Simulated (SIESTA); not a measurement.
## Zn under changes of volume

One of the cells (15.760 Å³/atom); the others are scaled copies at fixed shape and fractional positions:

```xyz
1
Lattice="-1.5794 1.5794 1.5794 1.5794 -1.5794 1.5794 1.5794 1.5794 -1.5794" Properties=species:S:1:pos:R:3 pbc="T T T"
Zn    0.0000    0.0000    0.0000
```

This isn't the form of Zn at room conditions, which is hcp.

```yaml
Program: SIESTA 5.4.2
Functional: PBEsol
Potentials_or_basis: PseudoDojo 0.4 standard (PBEsol files)
Basis: DZP (energy shift 0.003 Ry; two zetas on semicore shells)
Grid_cutoff: 800 Ry
Energy_shift: 0.003 Ry
k_mesh: 12 × 12 × 12
Occupations: fermi-dirac, width 0.05 eV
Spin: no spin polarisation
```

```csv
volume (Å³/atom),energy over the lowest point (meV/atom),pressure (GPa)
14.524,0.00,-5.7
14.833,11.95,-6.6
15.142,?,?
15.760,62.97,-10.3
16.069,83.12,-10.7
16.378,104.34,-11.6
```

Q: What does the run at 15.142 Å³/atom give?

A: Energy over the lowest point 25.94 meV/atom; pressure -8.0 GPa.

Worked out: A Birch-Murnaghan fit of order 3 (a polynomial in V^(-2/3)) to the other rows has no minimum within the range. It gives 26.84 meV/atom at 15.142 Å³/atom, against the run's 25.94, and -dE/dV = -8.4 GPa, against -8.0.

Energies are extrapolated to zero smearing.

Caveats: short orbitals over semicore shells can move pressures by several GPa; the basis of atomic orbitals isn't converged, which shifts pressures, moduli and gaps.
